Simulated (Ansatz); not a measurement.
**Relaxing an invented MgO structure**

Level of theory: DFT PBE, scalar-relativistic, plane waves, PAW in Ansatz. Cutoff 420 eV, Gaussian smearing, Γ-centred meshes. Cell and atoms relax first on a coarse mesh and then on a converged one. In between, the cell is made exact in the group found at 0.06 Å. The steps can't lower the symmetry of their start. No spin polarisation.

A trial structure of MgO was built thus: 4-connected net, two elements alternating (P6_222, No. 180). Its size is a rough estimate.

```
Mg O
1.0
     3.10296    0.00000    0.00000
    -1.55148    2.68724    0.00000
     0.00000    0.00000    6.79557
Mg O
3 3
Direct
  0.00000 0.50000 0.16667
  0.50000 0.50000 0.83333
  0.50000 0.00000 0.50000
  0.50000 0.50000 0.33333
  0.50000 0.00000 0.00000
  0.00000 0.50000 0.66667
```

The zero of energy is the elements' standard structures at the same level (O₂ as a molecule); no fitted shifts are applied.

Task: Where does the relaxation end?

Result: The symmetry stays P6_222 (No. 180). The volume per atom grows by 15.0 %, from 9.4 to 10.9 Å³. The shortest distance goes from 1.92 Å (Mg–O) to 2.02 Å (Mg–O). The ratio c/a of the conventional cell changes by a factor of 1.14. The energy falls by about 0.20 eV/atom (the start's value is from the coarse mesh). Conventional cell: a = 3.116 Å, c = 7.750 Å. Around Mg lie 4 O at 2.02 Å; O is surrounded by 4 Mg at 2.02 Å.

```
CELL_PARAMETERS angstrom
3.11567 0.00000 0.00000
-1.55784 2.69825 0.00000
0.00000 0.00000 7.75000
ATOMIC_POSITIONS crystal
Mg 0.00000 0.50000 0.16667
Mg 0.50000 0.50000 0.83333
Mg 0.50000 0.00000 0.50000
O 0.50000 0.50000 0.33333
O 0.50000 0.00000 0.00000
O 0.00000 0.50000 0.66667
```

Task: Give its energy and gap.

Result:

* Energy over the elements: −2.470 eV/atom
* Gap on the 12×12×4 mesh of the 6-atom cell: 3.02 eV

Whether it is stable depends on the other phases of the system, which aren't compared here.

The last run used Gaussian smearing of 0.02 eV. Kohn–Sham gaps at this level usually fall short of measured ones. A structure relaxed within its symmetry needn't be a true minimum. In all, the 3 runs took 32 s on 1 thread of Intel(R) Xeon(R) 6975P-C (Granite Rapids), on a shared host.
